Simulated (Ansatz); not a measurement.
**AlPt in Ansatz: the effect of functional**

The system is AlPt.

```
Pt Al
1.0
     3.07080    0.00000    0.00000
     0.00000    3.07080    0.00000
     0.00000    0.00000    3.07080
Pt Al
1 1
Direct
  0.50000 0.50000 0.50000
  0.00000 0.00000 0.00000
```

Measurements of this composition are mostly on another form, of space group No. 198.

The cell isn't the ideal one: volume scaled by 0.98.

Alike in all runs:

| Property | Result |
| --- | --- |
| Program | Ansatz 0.2.0 |
| Task | single point |
| Potentials or basis | Ansatz PAW |
| k mesh | 9 × 9 × 9 |
| Occupations | fermi-dirac, width 0.05 eV |
| Spin | no spin polarisation |

Q: One run gave: pressure -0.9 GPa. Which functional did it use?
A. PBEsol
B. r2SCAN
C. LDA

A: B.

```csv
functional,cutoff,pressure (GPa)
LDA,420 eV (not typed: the program's choice for these potentials),-6.3
PBEsol,420 eV (not typed: the program's choice for these potentials),-2.0
r2SCAN,500 eV (not typed: the program's choice for these potentials),-0.9
```

Caveats: the PAW data sets come from PBE, with cores solved anew for the run's functional, which leaves a small shift of forces and pressure.

Runs at the PBE level aren't shown here.
